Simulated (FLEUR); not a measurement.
Runs of FLEUR MaX-R8.1 (later development tree) on C. Symmetry: Fd-3m, No. 227, cubic system. Conventional cell: a = 3.567 Å, b = 3.567 Å, c = 3.567 Å, α = 90.00°, β = 90.00°, γ = 90.00°. Around C (site symmetry -43m) lie 4 C at 1.54 Å. This isn't the form of C at room conditions, which is graphite.

```csv
task,level,gmax,muffin-tin radii,max iterations,mixing factor,mixer,kmax,gap on the mesh (eV),V0 of scaled cells (Å³/atom),B0 (GPa)
equation of state,r2SCAN,17 1/bohr,C 1.31 bohr,-,-,-,5.5 1/bohr,-,5.64,451
band structure,r2SCAN,16.5 1/bohr,C 1.35 bohr,60,0.05,Anderson,5.33 1/bohr,(a),-,-
equation of state,BLYP,17 1/bohr,C 1.31 bohr,-,-,-,5.5 1/bohr,-,5.82,(b)
band structure,BLYP,16.5 1/bohr,C 1.35 bohr,60,0.05,Anderson,5.33 1/bohr,4.46,-,-
```

Alike in all rows: potentials or basis all-electron, FLAPW; no spin polarisation; cell as given; k mesh 13 × 13 × 13; smearing fermi-dirac 0.05 eV.

Problem. Fill in the values left out.

Solution. (a) 4.36; (b) 407.

Caveats: the meta-GGA is that of a development version, with a GGA for the radial functions and cores and without core tails (some runs).

